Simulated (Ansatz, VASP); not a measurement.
## CoO: VASP beside Ansatz

Contents of INCAR:

```
SYSTEM = CoO
  PREC = Accurate
  ENCUT = 520
  EDIFF = 1E-6
  ISMEAR = -1
  SIGMA = 0.05
  LREAL = .FALSE.
  LASPH = .TRUE.
  NELM = 100
  ALGO = Fast
  ISIF = 2
  LWAVE = .FALSE.
  LCHARG = .FALSE.
  ISPIN = 2
  MAGMOM = 2 -2 0 0
  LORBIT = 11
  LMAXMIX = 4
  GGA = PE
```

File KPOINTS:

```
Automatic mesh
0
G
  8 8 8
  0 0 0
```

Contents of POSCAR:

```
CoO
1.0
   -1.4142300000      2.4495100000      2.7217200000
    2.8284500000      0.0000000000      2.7217200000
    1.4142200000      2.4495100000      0.0000000000
Co O
2 2
Direct
    0.2500000000      0.2500000000      0.7500000000
    0.7500000000      0.7500000000      0.2500000000
    0.8333300000      0.1666700000      0.5000000000
    0.3333300000      0.6666700000      0.0000000000
```

Contents of input.yaml:

```yaml
crystal:
  lattice:
    - [-1.41423, 2.44951, 2.72172]
    - [2.82845, 0.0, 2.72172]
    - [1.41422, 2.44951, 0.0]
  atoms:
    - { symbol: Co, position: [0.25, 0.25, 0.75], spin: 3.5 }
    - { symbol: Co, position: [0.75, 0.75, 0.25], spin: -3.5 }
    - { symbol: O, position: [0.83333, 0.16667, 0.5] }
    - { symbol: O, position: [0.33333, 0.66667, 0.0] }
hamiltonian:
  xc: pbe
  pseudopotentials: { kind: paw }
magnetization:
  spin_polarized: true
kpoints:
  mp_grid: { grid: [8, 8, 8] }
scf:
  occupations: { method: fermi_dirac, width: 0.05 }
output:
  forces: true
  stress: true
  eigenvalues: true
  write_density: true
  write_potential: true
  elf: true
  volumetric_format: npy
```

The cell was built by a generator and needn't be a form met in nature.

Alike in both runs: task single point; functional PBE; k mesh 8 × 8 × 8; occupations fermi-dirac, width 0.05 eV; collinear spin, antiferromagnetic start.

```csv
,VASP,Ansatz
version,VASP 6.6.1,Ansatz 0.2.0
potentials or method,"VASP PAW PBE potentials, release 64 (Co, O)",Ansatz PAW
plane-wave cutoff (eV),520,420
valence electrons in the cell,30,46
```

VASP gave:

```
gap on the k mesh at the Fermi level (eV)                     : none
pressure (GPa)                                                : 0.7
largest component of the traceless stress (GPa)               : 4.49
rms of the force components (eV/Å)                            : 0.169
net moment per atom (μB)                                      : 0.00
size of the moment on the site where the two differ most (μB) : 2.35
```

Q: What did Ansatz give for the same quantities?

A: gap on the k mesh at the Fermi level (eV): none; pressure (GPa): 1.2; largest component of the traceless stress (GPa): 4.57; rms of the force components (eV/Å): 0.161; net moment per atom (μB): 0.00; size of the moment on the site where the two differ most (μB): 2.29.

Site moments also hang on the region over which each program counts them. Atom by atom the forces differ by 0.008 eV/Å (rms over components). A gap of «none» marks a metal or a gap that the smearing closes. The two sets of potentials don't hold the same shells in valence.

Caveats: semilocal functionals often make such compounds metallic where correlation or magnetic order opens a gap, which also shifts bond lengths; the pressure holds a Pulay correction of +0.7 GPa for the finite cutoff (Ansatz). With open d or f shells a metallic result of PBE can be an artefact of self-interaction; +U or a hybrid may open a gap.
